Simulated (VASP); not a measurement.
# Rb (Fm-3m) in VASP: a series of runs

One crystal, Rb, is run at these levels: r2SCAN; tasks: single point.

Program: VASP 6.6.1. These are calculated values, not measurements. Logs are shortened: lines on timing, memory, paths and dates and some standing lists are left out, and cuts for length are marked.

**1. The crystal as given**

The structure is cubic, space group Fm-3m (No. 225). The conventional cell has a = 7.280 Å, b = 7.280 Å, c = 7.280 Å, α = 90.00°, β = 90.00°, γ = 90.00°.

This isn't the form of Rb at room conditions, which is bcc.

**2. Single point, r2SCAN**

Input file INCAR:

```
SYSTEM = Rb
PREC = Accurate
ENCUT = 450
EDIFF = 1E-6
ISMEAR = 1
SIGMA = 0.4
LREAL = .FALSE.
LASPH = .TRUE.
NELM = 100
ALGO = Normal
ISIF = 2
LWAVE = .FALSE.
LCHARG = .FALSE.
METAGGA = R2SCAN
LMIXTAU = .TRUE.
ADDGRID = .FALSE.
```

Input file KPOINTS:

```
regular mesh
0
G
  5 5 5
  0 0 0
```

Input file POSCAR:

```
Rb
1.0
    0.0790870000      3.6559800000      3.6130310000
    3.6559400000      0.0406780000      3.6514400000
    3.6810400000      3.7194890000      0.0155780000
Rb
1
Direct
   -0.0191540000      0.0033960000      0.0084760000
```

Potentials or basis: VASP PAW PBE potentials, release 64 (Rb_sv).

Run with:

```bash
$ cat potpaw_PBE.64/Rb_sv/POTCAR > POTCAR
$ mpirun -np 1 vasp_std > vasp.out
```

OUTCAR:

```text
SYSTEM = Rb
   PREC = Accurate
   ENCUT = 450
   EDIFF = 1E-6
   ISMEAR = 1
   LREAL = .FALSE.
   LASPH = .TRUE.
   NELM = 100
   ISIF = 2
   METAGGA = R2SCAN

 Found     63 irreducible k-points:

 Following reciprocal coordinates:
            Coordinates               Weight
  0.000000  0.000000  0.000000      1.000000
  0.200000 -0.000000  0.000000      2.000000
  0.400000  0.000000  0.000000      2.000000
  0.000000  0.200000  0.000000      2.000000
  0.200000  0.200000  0.000000      2.000000
  0.400000  0.200000  0.000000      2.000000
   k-points           NKPTS =     63   k-points in BZ     NKDIM =     63   number of bands    NBANDS=      8
   number of dos      NEDOS =    301   number of ions     NIONS =      1
   total plane-waves  NPLWV =  46656
   dimension x,y,z NGX =    36 NGY =   36 NGZ =   36
   dimension x,y,z NGXF=    72 NGYF=   72 NGZF=   72
   ions per type =               1
   NGX,Y,Z   is equivalent  to a cutoff of  11.64, 11.58, 11.44 a.u.
   NGXF,Y,Z  is equivalent  to a cutoff of  23.28, 23.16, 22.87 a.u.
 SYSTEM =  Rb
   PREC   = accura    normal or accurate (medium, high low for compatibility)
   ISTART =      0    job   : 0-new  1-cont  2-samecut
   ICHARG =      2    charge: 1-file 2-atom 10-const
   ISPIN  =      1    spin polarized calculation?
   LNONCOLLINEAR =      F non collinear calculations
   LSORBIT =      F    spin-orbit coupling
   LASPH  =      T    aspherical Exc in radial PAW
   ENCUT  =  450.0 eV  33.07 Ry    5.75 a.u.   8.89  8.94  9.05*2*pi/ulx,y,z
   NELM   =    100;   NELMIN=  2; NELMDL= -5     # of ELM steps
   EDIFF  = 0.1E-05   stopping-criterion for ELM
   LREAL  =      F    real-space projection
   EDIFFG = 0.1E-04   stopping-criterion for IOM
   NSW    =      0    number of steps for IOM
   IBRION =     -1    ionic relax: 0-MD 1-quasi-New 2-CG
   NFREE  =      0    steps in history (QN), initial steepest desc. (CG)
   ISIF   =      2    stress and relaxation
   ISYM   =      2    0-nonsym 1-usesym 2-fastsym
   POTIM  = 0.5000    time-step for ionic-motion
   TEBEG  =    0.0;   TEEND  =   0.0 temperature during run
   PSTRESS=    0.0 pullay stress
   NELECT =       9.0000    total number of electrons
   NUPDOWN=      -1.0000    fix difference up-down
   EMIN   =  10.00;   EMAX   =-10.00  energy-range for DOS
   EFERMI =   0.00;   METHOD = LEGACY
   ISMEAR =     1;   SIGMA  =   0.40  broadening in eV -4-tet -1-fermi 0-gaus
   EFERMI_NEDOS =   21; number of points for ismear=-14 and -15
   IALGO  =     38    algorithm
   IMIX   =      4    mixing-type and parameters
     AMIX     =   0.40;   BMIX     =  1.00
     AMIX_MAG =   1.60;   BMIX_MAG =  1.00
  volume/ion in A,a.u.               =      96.45       650.86
  Fermi-wavevector in a.u.,A,eV,Ry     =   0.742548  1.403213  7.501953  0.551378
  Thomas-Fermi vector in A             =   1.837453
   LORBIT       =      0    0 simple, 1 ext, 2 COOP (PROOUT), +10 PAW based schemes
   METAGGA = R2SCAN    functional components
   LHFCALC =     F    Hartree Fock is set to
   AEXX    =    0.0000 exact exchange contribution
   IVDW    =     0    specifies the selected vdW correction
   LEPSILON=     F    determine dielectric tensor
   LRPA    =     F    only Hartree local field effects (RPA)
 non-spin polarized calculation
 Methfessel and Paxton  Order N= 1 SIGMA  =   0.40
  energy-cutoff  :      450.00
  volume of cell :       96.45
 maximum number of plane-waves:      2106
   NGX = 17   NGY = 17   NGZ = 19

 number of electron       9.0000000 magnetization

 Free energy of the ion-electron system (eV)
  ---------------------------------------------------
  ext. energy  EPLUGINS =         0.00000000
  ---------------------------------------------------
  free energy    TOTEN  =       -13.93734090 eV

  energy without entropy =      -13.95897143  energy(sigma->0) =      -13.94455108

 E-fermi :   0.0393     XC(G=0):  -5.5849

 val. band max:        0.0279871209   @ k =   0.4000   0.4000   0.0000
 cond. band min:       0.3045231949   @ k =  -0.4000  -0.4000   0.4000
 fundamental gap:      0.2765360740
 Fermi energy:         0.0392617585

 k-point     1 :       0.0000    0.0000    0.0000
  band No.  band energies     occupation
      1     -30.1656      2.00000
      2     -13.6596      2.00000
      3     -13.6596      2.00000
      4     -13.6596      2.00000
      5      -2.0809      2.00000
      6       3.7753     -0.00000
      7       3.8782     -0.00000
      8       4.0276     -0.00000

 k-point     2 :       0.2000   -0.0000    0.0000
  band No.  band energies     occupation
      1     -30.1644      2.00000
      2     -13.6894      2.00000
      3     -13.6642      2.00000
      4     -13.6636      2.00000
      5      -1.6233      2.00000
      6       2.9139     -0.00000
      7       3.8802     -0.00000
      8       4.0019     -0.00000

 k-point     3 :       0.4000    0.0000    0.0000
  band No.  band energies     occupation
      1     -30.1624      2.00000
      2     -13.7367      2.00000
      3     -13.6716      2.00000
      4     -13.6700      2.00000
      5      -0.3955      2.06391
      6       1.2721     -0.00012
      7       3.5939     -0.00000
      8       3.7189     -0.00000

 k-point     4 :       0.0000    0.2000    0.0000
  band No.  band energies     occupation
      1     -30.1645      2.00000
      2     -13.6880      2.00000
      3     -13.6636      2.00000
      4     -13.6631      2.00000
      5      -1.6363      2.00000
      6       2.8310     -0.00000
      7       3.8531     -0.00000
      8       4.1034     -0.00000

 k-point     5 :       0.2000    0.2000    0.0000
  band No.  band energies     occupation
      1     -30.1642      2.00000
      2     -13.6869      2.00000
      3     -13.6704      2.00000
      4     -13.6691      2.00000
      5      -1.4900      2.00000
      6       2.8995     -0.00000
      7       3.8147     -0.00000
      8       3.8722     -0.00000

 k-point     6 :       0.4000    0.2000    0.0000
  band No.  band energies     occupation
      1     -30.1624      2.00000
      2     -13.7217      2.00000
      3     -13.6795      2.00000
      4     -13.6779      2.00000
      5      -0.5264      2.06249
      6       1.9386     -0.00000
      7       2.8492     -0.00000
      8       3.8475     -0.00000

 [... further k-points ...]

------------------------ aborting loop because EDIFF is reached ----------------------------------------

  FORCE on cell =-STRESS in cart. coord.  units (eV):
  Direction    XX          YY          ZZ          XY          YZ          ZX
  --------------------------------------------------------------------------------------
  -------------------------------------------------------------------------------------
  Total       -0.0303971     -0.0371279     -0.0337679     -0.0427129      0.0090569     -0.0236828
  in kB       -0.5049518     -0.6167619     -0.5609466     -0.7095400      0.1504524     -0.3934156
  external PRESSURE =      -0.5608868 kB  Pullay stress =       0.0000000 kB

 VOLUME and BASIS-vectors are now :
 -----------------------------------------------------------------------------
  energy-cutoff  :      450.00
  volume of cell :       96.45
      direct lattice vectors                 reciprocal lattice vectors
     0.079087000  3.655980000  3.613031000    -0.140810279  0.138770703  0.139437870
     3.655940000  0.040678000  3.651440000     0.138745112 -0.137882505  0.136484505
     3.681040000  3.719489000  0.015578000     0.136888613  0.133960839 -0.138549672

 POSITION                                       TOTAL-FORCE (eV/Angst)
 -----------------------------------------------------------------------------------
      0.12119      3.61762      3.55636         0.000000      0.000000     -0.000000
 -----------------------------------------------------------------------------------
    total drift:                                0.000000      0.000000     -0.000000

  FREE ENERGIE OF THE ION-ELECTRON SYSTEM (eV)
  ---------------------------------------------------
  free  energy   TOTEN  =       -13.9373409001 eV

  energy  without entropy=      -13.9589714309  energy(sigma->0) =      -13.94455108
```

Wall time 2 min (1 thread of Intel Xeon 6975P-C (Granite Rapids), shared host); peak memory 0.22 GiB.

The run converged, but some of its settings lie outside the range that counts as converged, so its numbers aren't taken as properties of the crystal.

Results:

```yaml
Free_energy: -13.9373 eV
Pressure: -0.1 GPa
Band_gap_on_the_k_mesh: none (metal or under the smearing width)
```

Caveat: the PAW data sets were made with another functional, which shifts forces and pressure a little.

**3. Single point, r2SCAN**

INCAR: that of step 2 with these lines changed.

```diff
@@ -5,3 +5,3 @@
 ISMEAR = 1
-SIGMA = 0.4
+SIGMA = 0.1
 LREAL = .FALSE.
```

KPOINTS is that of step 2.

Input file POSCAR:

```
Rb
1.0
    0.0000000000      3.6398846700      3.6398846700
    3.6398846700      0.0000000000      3.6398846700
    3.6398846700      3.6398846700      0.0000000000
Rb
1
Direct
    0.0000000000      0.0000000000      0.0000000000
```

Potentials or basis: VASP PAW PBE potentials, release 64 (Rb_sv).

Run with:

```bash
$ cat potpaw_PBE.64/Rb_sv/POTCAR > POTCAR
$ mpirun -np 1 vasp_std > vasp.out
```

It took 27 s on 1 thread of Intel Xeon 6975P-C (Granite Rapids), shared host; peak memory 0.21 GiB.

The run converged, but some of its settings lie outside the range that counts as converged, so its numbers aren't taken as properties of the crystal.

Results:

```yaml
Free_energy: -13.9453 eV
Pressure: -0.1 GPa
Band_gap_on_the_k_mesh: none (metal or under the smearing width)
```

Caveat: the PAW data sets were made with another functional, which shifts forces and pressure a little.

**4. Single point, r2SCAN**

INCAR is that of step 3.

KPOINTS is that of step 3.

Input file POSCAR:

```
Rb
1.0
    0.0790870000      3.6559800000      3.6130310000
    3.6559400000      0.0406780000      3.6514400000
    3.6810400000      3.7194890000      0.0155780000
Rb
1
Direct
   -0.0191540000      0.0033960000      0.0084760000
```

Potentials or basis: VASP PAW PBE potentials, release 64 (Rb_sv).

Run with:

```bash
$ cat potpaw_PBE.64/Rb_sv/POTCAR > POTCAR
$ mpirun -np 1 vasp_std > vasp.out
```

OUTCAR:

```text
SYSTEM = Rb
   PREC = Accurate
   ENCUT = 450
   EDIFF = 1E-6
   ISMEAR = 1
   LREAL = .FALSE.
   LASPH = .TRUE.
   NELM = 100
   ISIF = 2
   METAGGA = R2SCAN

 Found     63 irreducible k-points:

 Following reciprocal coordinates:
            Coordinates               Weight
  0.000000  0.000000  0.000000      1.000000
  0.200000 -0.000000  0.000000      2.000000
  0.400000  0.000000  0.000000      2.000000
  0.000000  0.200000  0.000000      2.000000
  0.200000  0.200000  0.000000      2.000000
  0.400000  0.200000  0.000000      2.000000
   k-points           NKPTS =     63   k-points in BZ     NKDIM =     63   number of bands    NBANDS=      8
[... 142 lines left out ...]

  FORCE on cell =-STRESS in cart. coord.  units (eV):
  Direction    XX          YY          ZZ          XY          YZ          ZX
  --------------------------------------------------------------------------------------
  -------------------------------------------------------------------------------------
  Total       -0.0524163     -0.0384698     -0.0559681     -0.0514090      0.0107172     -0.0273670
  in kB       -0.8707320     -0.6390542     -0.9297327     -0.8539980      0.1780316     -0.4546169
  external PRESSURE =      -0.8131730 kB  Pullay stress =       0.0000000 kB

 VOLUME and BASIS-vectors are now :
 -----------------------------------------------------------------------------
  energy-cutoff  :      450.00
  volume of cell :       96.45
      direct lattice vectors                 reciprocal lattice vectors
     0.079087000  3.655980000  3.613031000    -0.140810279  0.138770703  0.139437870
     3.655940000  0.040678000  3.651440000     0.138745112 -0.137882505  0.136484505
     3.681040000  3.719489000  0.015578000     0.136888613  0.133960839 -0.138549672

 POSITION                                       TOTAL-FORCE (eV/Angst)
 -----------------------------------------------------------------------------------
      0.12119      3.61762      3.55636         0.000000      0.000000      0.000000
 -----------------------------------------------------------------------------------
    total drift:                                0.000000      0.000000     -0.000000

  FREE ENERGIE OF THE ION-ELECTRON SYSTEM (eV)
  ---------------------------------------------------
  free  energy   TOTEN  =       -13.9444407191 eV

  energy  without entropy=      -13.9432514420  energy(sigma->0) =      -13.94404429
```

stdout:

```text
POSCAR found type information on POSCAR Rb
 POSCAR found :  1 types and       1 ions
 scaLAPACK will be used
 -----------------------------------------------------------------------------
|                                                                             |
|                                                                             |
|     You enforced a specific xc type in the INCAR file but a different       |
|     I HOPE YOU KNOW WHAT YOU ARE DOING!                                     |
|                                                                             |
 -----------------------------------------------------------------------------

 LDA part: xc-table for (None), standard interpolation
 POSCAR, INCAR and KPOINTS ok, starting setup
 FFT: planning ... GRIDC
 FFT: planning ... GRID_SOFT
 FFT: planning ... GRID
 WAVECAR not read
 entering main loop
```

It took 94 s on 1 thread of Intel Xeon 6975P-C (Granite Rapids), shared host; peak memory 0.23 GiB.

These settings aren't checked as converged: the numbers below hold their error.

Results:

```yaml
Free_energy: -13.9444 eV
Pressure: -0.1 GPa
Band_gap_on_the_k_mesh: none (metal or under the smearing width)
```

Caveat: the PAW data sets were made with another functional, which shifts forces and pressure a little.

**5. Single point, r2SCAN**

INCAR: that of step 4 with these lines changed.

```diff
@@ -5,3 +5,3 @@
 ISMEAR = 1
-SIGMA = 0.1
+SIGMA = 0.05
 LREAL = .FALSE.
```

KPOINTS is that of step 4.

Input file POSCAR:

```
Rb
1.0
    0.0000000000      3.6398846700      3.6398846700
    3.6398846700      0.0000000000      3.6398846700
    3.6398846700      3.6398846700      0.0000000000
Rb
1
Direct
    0.0000000000      0.0000000000      0.0000000000
```

Run with:

```bash
$ cat potpaw_PBE.64/Rb_sv/POTCAR > POTCAR
$ mpirun -np 1 vasp_std > vasp.out
```

Run time: 22 s. Hardware: 1 thread of Intel Xeon 6975P-C (Granite Rapids), shared host; peak memory 0.21 GiB.

These settings aren't checked as converged: the numbers below hold their error.

Results:

```
Free energy            : -13.9447 eV
Pressure               : -0.1 GPa
Band gap on the k mesh : none (metal or under the smearing width)
```

Caveat: the PAW data sets were made with another functional, which shifts forces and pressure a little.

**6. The reference run**

An earlier run on the cell as given: functional PBE; potentials or basis VASP PAW PBE potentials, release 64 (Rb_sv); cutoff 520 eV; k mesh 6 × 6 × 6; occupations fermi-dirac, width 0.05 eV; no spin polarisation.

* Pressure: -0.1 GPa
* Band gap on the k mesh: none (metal or under the smearing width)
